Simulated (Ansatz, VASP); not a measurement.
**Two plane-wave programs on Sr**

INCAR

```
SYSTEM = Sr
PREC = Accurate
ENCUT = 520
EDIFF = 1E-6
ISMEAR = 0
SIGMA = 0.15
LREAL = .FALSE.
LASPH = .TRUE.
NELM = 60
ALGO = Fast
ISIF = 2
LWAVE = .FALSE.
LCHARG = .FALSE.
GGA = PE
NBANDS = 11
```

Contents of KPOINTS:

```
regular mesh
0
G
  16 16 16
  0 0 0
```

Contents of POSCAR:

```
Sr
1.0
    0.0000000000      3.1280947488      2.8778471689
    3.1280947488      0.0000000000      2.8778471689
    3.1280947488      3.1280947488      0.0000000000
Sr
1
Direct
    0.0000000000      0.0000000000      0.0000000000
```

Input for Ansatz:

```yaml
crystal:
  lattice:
    - [0.0, 3.1280947488, 2.8778471689]
    - [3.1280947488, 0.0, 2.8778471689]
    - [3.1280947488, 3.1280947488, 0.0]
  atoms:
    - { symbol: Sr, position: [0.0, 0.0, 0.0] }
basis:
  ecutwfc: 420
kpoints:
  mp_grid: { grid: [16, 16, 16] }
hamiltonian:
  xc: pbe
scf:
  occupations: { method: gaussian, width: 0.15 }
output:
  forces: true
  stress: true
  eigenvalues: true
```

Alike in both runs: task single point; functional PBE; k mesh 16 × 16 × 16; occupations gaussian, width 0.15 eV; no spin polarisation.

```csv
,VASP,Ansatz
version,VASP 6.6.1,Ansatz 0.2.0
potentials or method,"VASP PAW PBE potentials, release 64 (Sr_sv)","scalar-relativistic, plane waves, PAW"
plane-wave cutoff (eV),520,420
valence electrons in the cell,10,10
```

|  | VASP | Ansatz | Ansatz less VASP |
| --- | --- | --- | --- |
| gap on the k mesh at the Fermi level (eV) | none | none | - |
| pressure (GPa) | -0.3 | -0.3 | 0.00 |
| largest component of the traceless stress (GPa) | 0.15 | 0.15 | +0.001 |

A gap of «none» marks a metal or a gap that the smearing closes.
